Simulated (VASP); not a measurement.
Crystal: HfO2.

```
CELL_PARAMETERS angstrom
3.55802 0.00000 0.00000
0.00000 3.55802 0.00000
0.00000 0.00000 5.17186
ATOMIC_POSITIONS crystal
Hf 0.00000 0.00000 0.00000
Hf 0.50000 0.50000 0.50000
O 0.00000 0.50000 0.19721
O 0.50000 0.00000 0.30279
O 0.50000 0.00000 0.80279
O 0.00000 0.50000 0.69721
```

Measurements of this composition are mostly on another form, of space group No. 14.

Program: VASP 6.6.1. Alike in all runs: no spin polarisation; cell as given; cutoff (eV) 520.

Question: Order these runs on this cell by their pressure, lowest first.
A. level LDA; potentials or basis VASP PAW LDA potentials, release 64 (Hf_pv, O); k mesh 8 × 8 × 6; smearing gaussian 0.02 eV; ladder gaps
B. level r2SCAN; potentials or basis VASP PAW PBE potentials, release 64 (Hf_pv, O); k mesh 8 × 8 × 6; smearing gaussian 0.02 eV; ladder gaps
C. level PBE; potentials or basis VASP PAW PBE potentials, release 64 (Hf_pv, O); k mesh 8 × 8 × 5; smearing fermi-dirac 0.05 eV
D. level PBEsol; potentials or basis VASP PAW PBE potentials, release 64 (Hf_pv, O); k mesh 8 × 8 × 5; smearing fermi-dirac 0.05 eV; ladder free

Answer: A (-7.4 GPa), D (-1.4 GPa), B (0.4 GPa), C (6.5 GPa).

Caveats: spin-orbit coupling is left out, which moves the levels of the heavy elements; the PAW data sets were made with another functional, which shifts forces and pressure a little (some runs); an odd mesh through Γ misses points on the zone boundary, where band edges often lie (some runs).

Not every run made on this cell is shown here.
